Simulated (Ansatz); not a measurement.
# C (P6_3/mmc) in Ansatz: a series of runs

The runs below take C through single point, equation of state, with BLYP.

The COD entry that gives the cell may itself be a prediction, so a difference from it is no test against experiment.

Everything below comes from runs of Ansatz 0.2.0. Logs are shortened: lines on timing, memory, paths and dates and some standing lists are left out, and cuts for length are marked.

## (1) The structure

Symmetry: P6_3/mmc, No. 194, hexagonal system. Conventional cell: a = 2.522 Å, b = 2.522 Å, c = 8.237 Å, α = 90.00°, β = 90.00°, γ = 120.00°. Around C (site symmetry 3m) lie 4 C at 1.54 Å. C (site symmetry 3m) has 4 C at 1.54 Å as nearest neighbours.

This is a hexagonal form of diamond, not graphite.

## (2) Single point, BLYP, 5.33 Å³/atom (volume scaled by 0.94)

input.yaml reads:

```yaml
crystal:
  lattice:
    - [2.4706141248, 0.0, 0.0]
    - [-1.2353070624, 2.139614595, 0.0]
    - [0.0, 0.0, 8.0689487361]
  atoms:
    - { symbol: C, position: [0.6666666667, 0.3333333333, 0.84375] }
    - { symbol: C, position: [0.3333333333, 0.6666666667, 0.34375] }
    - { symbol: C, position: [0.6666666667, 0.3333333333, 0.65625] }
    - { symbol: C, position: [0.3333333333, 0.6666666667, 0.15625] }
    - { symbol: C, position: [0.0, 0.0, 0.90625] }
    - { symbol: C, position: [0.0, 0.0, 0.40625] }
    - { symbol: C, position: [0.0, 0.0, 0.59375] }
    - { symbol: C, position: [0.0, 0.0, 0.09375] }
hamiltonian:
  xc: blyp
  pseudopotentials: { kind: paw }
kpoints:
  mp_grid: { grid: [12, 12, 4] }
scf:
  occupations: { method: fermi_dirac, width: 0.05 }
output:
  forces: true
  stress: true
  eigenvalues: true
```

Potentials or basis: Ansatz PAW.

Command:

```bash
ansatz run input.yaml --threads 2 --pin off --max-ram 5120MiB --backend cpu --events-out ev --progress --plain --runs-dir out
```

Output:

```text
Warning: RAYON_NUM_THREADS=2 ignored (pool sized by the plan → 2); use --threads N
Engine: ansatz 0.2.0, x86_64-unknown-linux-gnu
Pseudopotentials: kind: paw
Pseudopotential: C, paw, valence charge 4, recommended cutoff 420 eV (normal), C.paw.azcp
Functional definition: BLYP
  parameter beta = 0.0042
  parameter a = 0.04918
  parameter b = 0.132
  parameter c = 0.2533
  parameter d = 0.349
  exchange = b88_x(beta = beta)
  correlation = lyp_c(a = a, b = b, c = c, d = d)
Crystal: 8 atoms, lattice volume = 42.654 Å³
Basis set: ecut = 420 eV, 813 PW (Γ), exchange–correlation on 36×36×108 points (8 copies of the dense FFT grid, shifted against one another)
Bands: 24, of which v1, the nominal top of the filled ones, is band 16 counted from 1 (15 counted from 0)
Symmetry: 24 space group operations
Space group: P63/mmc (ITA 194), of the structure as read, at distance tolerance 3.5e-5 Å
k-points: 57 of 576
Non-local potential: C, projectors of the file, l = 0: 2, l = 1: 2, l = 2: 1
PAW form: soft (Blöchl's): semilocal exchange-correlation on the pseudo side does not see the compensation charge
PAW frozen core: C, regenerated for the run's functional, and the local potential with it (the file was generated under x = pbe(κ = 0.804, μ = 0.2195149727645171), c = pbe(β = 0.06672455060314922))
PAW one-centre angular grid: C, 110 points (default); XC on 64 Gauss nodes
Initial density: superposition of atomic densities (neutral atoms: chi_scale 0, normalization atom), corrected by the library's trained network
Initial wavefunctions: pseudopotential atomic-orbital guess
Functional: x = b88, c = lyp
SCF iter   1: F=—  HF=-2011.399680 eV  |F-HF|=—  |Δ(HF+E_count)|=         —  Δρ=1.58e-2  dr2=7.26e-2  ethr=1.77e-3  ⟨swp⟩=5.8  Hψ=6670  notcnv=0  defer=16
preconditioner: auto → none  [insulator: Δε(μ)=5.018 eV  Ē_g=17.821 eV  σ=0.050 eV  W_gap=1.00  n_scr=6 (ndim 8)  ℏωp=32.2 eV  f_vac=0.000  D(μ)=0.00/eV (n_scr^D=0)  ε∞_Penn≈4.3]
SCF iter   2: F=—  HF=-2011.370770 eV  |F-HF|=—  |Δ(HF+E_count)|=   2.89e-2  Δρ=5.84e-3  dr2=9.62e-3  ethr=2.27e-4  ⟨swp⟩=3.0  Hψ=3034  notcnv=0  defer=133
SCF iter   3: F=—  HF=-2011.366630 eV  |F-HF|=—  |Δ(HF+E_count)|=   4.14e-3  Δρ=3.37e-4  dr2=5.96e-5  ethr=3.01e-5  ⟨swp⟩=2.0  Hψ=2445  notcnv=0  defer=76
automatic band count: iteration 3 solves 23 bands in place of 24: the levels show a gap, and the empty bands left out lie too high to hold charge; the band table lists the bands solved (type scf.n_extra_bands for more)
SCF iter   4: F=—  HF=-2011.366538 eV  |F-HF|=—  |Δ(HF+E_count)|=   9.25e-5  Δρ=1.62e-4  dr2=2.23e-6  ethr=1.86e-7  ⟨swp⟩=2.0  Hψ=1875  notcnv=0  defer=76
iter 5 did not close the SCF: its close was put off for the readings that it lacked (scf_convergence_deferred on its scf_iter line)
SCF iter   5: F=-2011.366543 eV  HF=-2011.366542 eV  |F-HF|=2.44e-8  |Δ(HF+E_count)|=   4.67e-6  Δρ=1.27e-5  dr2=1.96e-8  ethr=6.97e-9  ⟨swp⟩=2.0  Hψ=2098  notcnv=0  defer=76
SCF iter   6: F=-2011.366543 eV  HF=-2011.366543 eV  |F-HF|=1.68e-10  |Δ(HF+E_count)|=   2.88e-8  Δρ=2.02e-6  dr2=8.07e-10  ethr=6.12e-11  ⟨swp⟩=6.1  Hψ=4902  notcnv=0
SCF 1 converged in 6 iterations: F = -2011.366543 eV  dr2 = 8.07e-10
SCF converged after 6 iterations
Free energy (F): -2011.366543 eV
Harris-Foulkes:  -2011.366543 eV  (|F-HF|=1.68e-10)
Internal energy: -2011.366543 eV  (E = F + TS)
E sigma→0 (E₀):  -2011.366543 eV
Fermi energy:    17.308075 eV
--- Per-component energies (eV) ---
  E_band       = 177.166082
  E_kinetic    = 762.255995
  E_local      = -489.734324  (includes V_loc(G=0)·N_el)
  E_nonlocal   = 224.129058
  E_hartree    = 109.077104
  E_xc         = -386.154280
  E_vxc        = -478.753448  (∫ρ·V_xc dr)
  E_paw        = -811.159504  (= ΣΔE_a)
  E_vpaw       = -58.885375  (= ΣTr[D̂ρ^β])
  E_aug_tail   = 0.000067  (compensation charges beyond the density's cutoff)
  E_ewald      = -1419.793894
  E_core_change = 0.013235  (= ΣΔE_core)
  E_smearing   = -0.000000  (= −TS)
  E_closure    = 0.000000  (closes the sum)
  Σ components = -2011.366543   (vs F -2011.366543, Δ=0.00e0)
--- Forces (eV/Å), atoms counted from 1 ---
  atom   1  C     -0.00000000    -0.00000000     0.34211939
  atom   2  C     -0.00000000     0.00000000     0.34211939
  atom   3  C      0.00000000    -0.00000000    -0.34211939
  atom   4  C      0.00000000     0.00000000    -0.34211939
  atom   5  C      0.00000000     0.00000000     0.38291984
  atom   6  C      0.00000000    -0.00000000     0.38291984
  atom   7  C      0.00000000     0.00000000    -0.38291984
  atom   8  C      0.00000000    -0.00000000    -0.38291984
  max |Σ_I F_I| component: 1.67e-16 eV/Å
--- Stress (GPa, compression-positive) ---
       37.809928       0.000000       0.000000
        0.000000      37.809928       0.000000
        0.000000       0.000000      52.319279
  P = ⅓ Tr σ = 42.6464 GPa (426.464 kbar)
--- Band table (eV; the first three rows and the last of 57) ---
  k-point 0: bands = ["-7.3081", "-5.5553", "-5.5036", "-1.2192", "0.9150", "7.9934", "8.0746", "11.7249", "11.7249", "12.8438", "12.8438", "13.0771", "13.0771", "14.6559", "14.8891", "14.8891", "20.3767", "20.3767", "20.9288", "22.2682", "22.2682", "22.9382", "23.2586"]
  k-point 1: bands = ["-7.1961", "-6.3038", "-4.5464", "-2.0853", "1.9654", "5.8608", "10.2264", "11.8067", "11.8067", "12.4323", "12.4323", "13.5744", "13.5744", "13.9561", "14.6862", "14.6862", "20.6141", "20.6141", "21.3095", "21.8761", "21.8761", "22.6768", "23.5437"]
  k-point 2: bands = ["-6.8605", "-6.8605", "-3.3749", "-3.3749", "3.8015", "3.8015", "12.0473", "12.0473", "12.0473", "12.0473", "12.2944", "12.2944", "14.1863", "14.1863", "14.1863", "14.1863", "21.1989", "21.1989", "21.1989", "21.1989", "22.0503", "22.0503", "23.9532"]
  k-point 56: bands = ["0.3691", "0.3691", "0.4973", "0.4973", "2.8570", "2.8570", "3.6749", "3.6749", "5.2224", "5.2224", "6.0371", "6.0371", "9.3500", "9.3500", "9.5770", "9.5770", "20.5275", "20.5275", "25.4069", "25.4069", "26.5933", "26.5933", "27.3770"]
```

It took 0.79 s on 2 threads of Intel Xeon 6975P-C (Granite Rapids), shared host; peak memory 0.36 GiB.

Results:

| Quantity | Value |
| --- | --- |
| Free energy | -2011.3665 eV |
| Pressure | 42.6 GPa |
| Largest force | 0.383 eV/Å |
| Band gap on the k mesh | 4.92 eV, indirect (least direct gap 5.49 eV) |

Caveat: the pressure holds a Pulay correction of +1.3 GPa for the finite cutoff; the PAW data sets come from PBE, with cores solved anew for the run's functional, which leaves a small shift of forces and pressure.

## (3) Single point, BLYP, 5.45 Å³/atom (volume scaled by 0.96)

input.yaml, as its differences from that of step 2:

```diff
@@ -2,5 +2,5 @@
   lattice:
-    - [2.4706141248, 0.0, 0.0]
-    - [-1.2353070624, 2.139614595, 0.0]
-    - [0.0, 0.0, 8.0689487361]
+    - [2.4880133891, 0.0, 0.0]
+    - [-1.2440066945, 2.1546827999, 0.0]
+    - [0.0, 0.0, 8.125774191]
   atoms:
```

Potentials or basis: Ansatz PAW.

Command:

```bash
ansatz run input.yaml --threads 2 --pin off --max-ram 5120MiB --backend cpu --events-out ev --progress --plain --runs-dir out
```

Run time: 0.84 s. Hardware: 2 threads of Intel Xeon 6975P-C (Granite Rapids), shared host; peak memory 0.36 GiB.

The run converged. Its results:

```yaml
Free_energy: -2011.5752 eV
Pressure: 31.3 GPa
Largest_force: 0.368 eV/Å
Band_gap_on_the_k_mesh: 4.86 eV, indirect (least direct gap 5.44 eV)
```

Caveat: the pressure holds a Pulay correction of +1.2 GPa for the finite cutoff; the PAW data sets come from PBE, with cores solved anew for the run's functional, which leaves a small shift of forces and pressure.

## (4) Single point, BLYP, 5.56 Å³/atom (volume scaled by 0.98)

input.yaml, as its differences from that of step 3:

```diff
@@ -2,5 +2,5 @@
   lattice:
-    - [2.4880133891, 0.0, 0.0]
-    - [-1.2440066945, 2.1546827999, 0.0]
-    - [0.0, 0.0, 8.125774191]
+    - [2.5051726443, 0.0, 0.0]
+    - [-1.2525863222, 2.1695431509, 0.0]
+    - [0.0, 0.0, 8.1818157839]
   atoms:
```

Command:

```bash
ansatz run input.yaml --threads 2 --pin off --max-ram 5120MiB --backend cpu --events-out ev --progress --plain --runs-dir out
```

It took 0.82 s on 2 threads of Intel Xeon 6975P-C (Granite Rapids), shared host; peak memory 0.37 GiB.

It converged, with:

| Quantity | Value |
| --- | --- |
| Free energy | -2011.7230 eV |
| Pressure | 21.0 GPa |
| Largest force | 0.354 eV/Å |
| Band gap on the k mesh | 4.81 eV, indirect (least direct gap 5.39 eV) |

Caveat: the pressure holds a Pulay correction of +1.2 GPa for the finite cutoff; the PAW data sets come from PBE, with cores solved anew for the run's functional, which leaves a small shift of forces and pressure.

## (5) Single point, BLYP, 5.67 Å³/atom

input.yaml, as its differences from that of step 4:

```diff
@@ -2,5 +2,5 @@
   lattice:
-    - [2.5051726443, 0.0, 0.0]
-    - [-1.2525863222, 2.1695431509, 0.0]
-    - [0.0, 0.0, 8.1818157839]
+    - [2.5221, 0.0, 0.0]
+    - [-1.26105, 2.1842026709, 0.0]
+    - [0.0, 0.0, 8.2371]
   atoms:
```

Command:

```bash
ansatz run input.yaml --threads 2 --pin off --max-ram 5120MiB --backend cpu --events-out ev --progress --plain --runs-dir out
```

Wall time 0.84 s (2 threads of Intel Xeon 6975P-C (Granite Rapids), shared host); peak memory 0.37 GiB.

The run converged. Its results:

| Quantity | Value |
| --- | --- |
| Free energy | -2011.8146 eV |
| Pressure | 11.5 GPa |
| Largest force | 0.341 eV/Å |
| Band gap on the k mesh | 4.75 eV, indirect (least direct gap 5.34 eV) |

Caveat: the pressure holds a Pulay correction of +1.2 GPa for the finite cutoff; the PAW data sets come from PBE, with cores solved anew for the run's functional, which leaves a small shift of forces and pressure.

## (6) Single point, BLYP, 5.79 Å³/atom (volume scaled by 1.02)

input.yaml, as its differences from that of step 5:

```diff
@@ -2,5 +2,5 @@
   lattice:
-    - [2.5221, 0.0, 0.0]
-    - [-1.26105, 2.1842026709, 0.0]
-    - [0.0, 0.0, 8.2371]
+    - [2.5388031358, 0.0, 0.0]
+    - [-1.2694015679, 2.1986680108, 0.0]
+    - [0.0, 0.0, 8.2916519209]
   atoms:
```

Potentials or basis: Ansatz PAW.

Command:

```bash
ansatz run input.yaml --threads 2 --pin off --max-ram 5120MiB --backend cpu --events-out ev --progress --plain --runs-dir out
```

It took 0.87 s on 2 threads of Intel Xeon 6975P-C (Granite Rapids), shared host; peak memory 0.37 GiB.

It converged, with:

```
Free energy            : -2011.8552 eV
Pressure               : 2.9 GPa
Largest force          : 0.329 eV/Å
Band gap on the k mesh : 4.70 eV, indirect (least direct gap 5.30 eV)
```

Caveat: the pressure holds a Pulay correction of +1.2 GPa for the finite cutoff; the PAW data sets come from PBE, with cores solved anew for the run's functional, which leaves a small shift of forces and pressure.

## (7) Single point, BLYP, 5.90 Å³/atom (volume scaled by 1.04)

input.yaml, as its differences from that of step 6:

```diff
@@ -2,5 +2,5 @@
   lattice:
-    - [2.5388031358, 0.0, 0.0]
-    - [-1.2694015679, 2.1986680108, 0.0]
-    - [0.0, 0.0, 8.2916519209]
+    - [2.5552893324, 0.0, 0.0]
+    - [-1.2776446662, 2.2129454759, 0.0]
+    - [0.0, 0.0, 8.3454953252]
   atoms:
```

Command:

```bash
ansatz run input.yaml --threads 2 --pin off --max-ram 5120MiB --backend cpu --events-out ev --progress --plain --runs-dir out
```

Run time: 0.88 s. Hardware: 2 threads of Intel Xeon 6975P-C (Granite Rapids), shared host; peak memory 0.36 GiB.

The run converged. Its results:

| Property | Result |
| --- | --- |
| Free energy | -2011.8494 eV |
| Pressure | -4.9 GPa |
| Largest force | 0.317 eV/Å |
| Band gap on the k mesh | 4.64 eV, indirect (least direct gap 5.25 eV) |

Caveat: the pressure holds a Pulay correction of +1.2 GPa for the finite cutoff; the PAW data sets come from PBE, with cores solved anew for the run's functional, which leaves a small shift of forces and pressure.

## (8) Single point, BLYP, 6.01 Å³/atom (volume scaled by 1.06)

input.yaml, as its differences from that of step 7:

```diff
@@ -2,5 +2,5 @@
   lattice:
-    - [2.5552893324, 0.0, 0.0]
-    - [-1.2776446662, 2.2129454759, 0.0]
-    - [0.0, 0.0, 8.3454953252]
+    - [2.5715654994, 0.0, 0.0]
+    - [-1.2857827497, 2.22704105, 0.0]
+    - [0.0, 0.0, 8.3986527796]
   atoms:
```

Command:

```bash
ansatz run input.yaml --threads 2 --pin off --max-ram 5120MiB --backend cpu --events-out ev --progress --plain --runs-dir out
```

Wall time 0.89 s (2 threads of Intel Xeon 6975P-C (Granite Rapids), shared host); peak memory 0.37 GiB.

It converged, with:

```yaml
Free_energy: -2011.8014 eV
Pressure: -12.0 GPa
Largest_force: 0.305 eV/Å
Band_gap_on_the_k_mesh: 4.59 eV, indirect (least direct gap 5.21 eV)
```

Caveat: the pressure holds a Pulay correction of +1.2 GPa for the finite cutoff; the PAW data sets come from PBE, with cores solved anew for the run's functional, which leaves a small shift of forces and pressure.

## (9) Equation of state, BLYP

Potentials or basis: Ansatz PAW.

This step only gathers the single runs of the series.

Results:

| Property | Result |
| --- | --- |
| Equilibrium volume | 5.83 Å³/atom |
| Bulk modulus at fixed shape and positions | 407 GPa |
| Pressure derivative of the bulk modulus | 3.7 |

Energy against volume, from the lowest point:
```
volume (Å³/atom)  energy (meV/atom)
           5.332              61.08
           5.445              35.00
           5.559              16.52
           5.672               5.07
           5.785               0.00
           5.899               0.72
           6.012               6.72
```

Caveat: the potentials were made for another functional, which shifts forces and pressure; the cell was scaled at fixed shape and fractional positions, which overstates the stiffness of a crystal with free parameters, most of all of layers and chains.
